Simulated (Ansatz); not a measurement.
# Na: the cost of one run

Program: Ansatz 0.2.0. Level of theory: DFT PBE, scalar-relativistic. These are calculated values, not measurements.

### 1 The starting structure

Symmetry: Im-3m, No. 229, cubic system. The conventional cell has a = 4.235 Å, b = 4.235 Å, c = 4.235 Å, α = 90.00°, β = 90.00°, γ = 90.00°. Na (site symmetry m-3m) is surrounded by 8 Na at 3.67 Å.

Structure file:

```
Na
1.0
    -2.11750    2.11750    2.11750
     2.11750   -2.11750    2.11750
     2.11750    2.11750   -2.11750
Na
1
Direct
  0.00000 0.00000 0.00000
```

The cell is a measured one (Crystallography Open Database entry 9011002); the temperature and pressure of the measurement aren't taken into account, and nothing was relaxed.

### 2 Volume × 0.9405, LAPW

File input.yaml:

```yaml
crystal:
  lattice:
    - [-2.074641299, 2.074641299, 2.074641299]
    - [2.074641299, -2.074641299, 2.074641299]
    - [2.074641299, 2.074641299, -2.074641299]
  atoms:
    - { symbol: Na, position: [0.0, 0.0, 0.0] }
kpoints:
  mp_grid: { grid: [11, 11, 11] }
scf:
  occupations: { method: fermi_dirac, width: 0.03 }
hamiltonian:
  xc: pbe
  pseudopotentials: { kind: all_electron, lapw: { basis_error: 0.0005 } }
output:
  forces: true
  stress: true
  eigenvalues: true
```

Run with:

```console
$ ansatz run input.yaml --threads 1 --pin off --max-ram 2048MiB --backend cpu --events-out ev --progress --plain --runs-dir out
```

What time and memory should one allow on 1 thread of Arm Neoverse V2, shared host?

About 1.4 s, with a peak of 0.19 GiB.
